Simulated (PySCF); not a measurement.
**How good is the calculation?**

Cartesian coordinates in Å; atom numbers follow the order of the lines, from 1:
```xyz
12

O    -1.6179    1.9103    0.4461
C    -0.7415    1.1143    0.3062
C    -0.8251   -0.3972    0.3396
C     0.4878   -0.8411   -0.2828
C     1.3971    0.3391    0.0381
O     0.5421    1.4820    0.0901
H    -0.9138   -0.7015    1.3870
H    -1.7223   -0.7312   -0.1774
H     0.3782   -0.9483   -1.3639
H     0.8742   -1.7796    0.1141
H     2.1605    0.5272   -0.7158
H     1.8837    0.2266    1.0125
```

Computed data (PySCF 2.14): PBE0-D3(BJ)/def2-TZVP structure, σ from GIAO-B97-2/pcSseg-2. In vacuum, relativity neglected, single conformer, equivalent nuclei averaged.

Reference values: measured (liquid, neat, 295 K; 17O NMR survey of organic solvents and oxofluorinated compounds, PMC5915748).
```
atoms                      quantity  reference  computed  computed, scaled
   O1  δ $^{17}$O vs D2O (external)      338.6         –             350.6
   O6  δ $^{17}$O vs D2O (external)      179.5         –             174.7
```

Computed shifts are σ(ref) − σ with the named reference compound (TMS for H and C) calculated as an isolated molecule at the same level. The measured values may be among those fitted. Shieldings were converted by a linear fit to measured shifts: $^{17}$O: δ = 275.01 − 0.945σ (rms 12.8 ppm, 79 shifts vs liquid water, solution or neat liquid). Occasional misses reach two or three times the rms, and more in compound classes unlike the fitted ones.
